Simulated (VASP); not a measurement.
## Gd: equation of state with PBE

The system is Gd.

```
Gd
1.0
    -2.02500    2.02500    2.02500
     2.02500   -2.02500    2.02500
     2.02500    2.02500   -2.02500
Gd
1
Direct
  0.00000 0.00000 0.00000
```

This isn't the form of Gd at room conditions, which is hcp.

```json
{
  "Program": "VASP 6.6.1",
  "Task": "equation of state",
  "Functional": "PBE",
  "Potentials or basis": "VASP PAW PBE potentials, release 64 (Gd)",
  "Cutoff": "520 eV",
  "k mesh": "9 × 9 × 9",
  "Occupations": "fermi-dirac, width 0.05 eV",
  "Spin": "collinear spin, ferromagnetic start",
  "Starting moments": "[7.0] μB"
}
```

| Quantity | Value |
| --- | --- |
| Equilibrium volume | 33.23 Å³/atom |
| Bulk modulus | 33 GPa |
| Pressure derivative of the bulk modulus | 3.7 |

Energy against volume, from the lowest point:
```tsv
volume (Å³/atom)	energy (meV/atom)
31.222	13.80
31.886	5.98
32.551	1.48
33.215	0.00
33.879	1.27
34.544	5.06
35.208	11.11
```

All runs of the series together: 14 min on 1 thread of Intel(R) Xeon(R) Platinum 8488C (Sapphire Rapids) (shared host).

 The state reached can hang on the start; a lower one may exist.
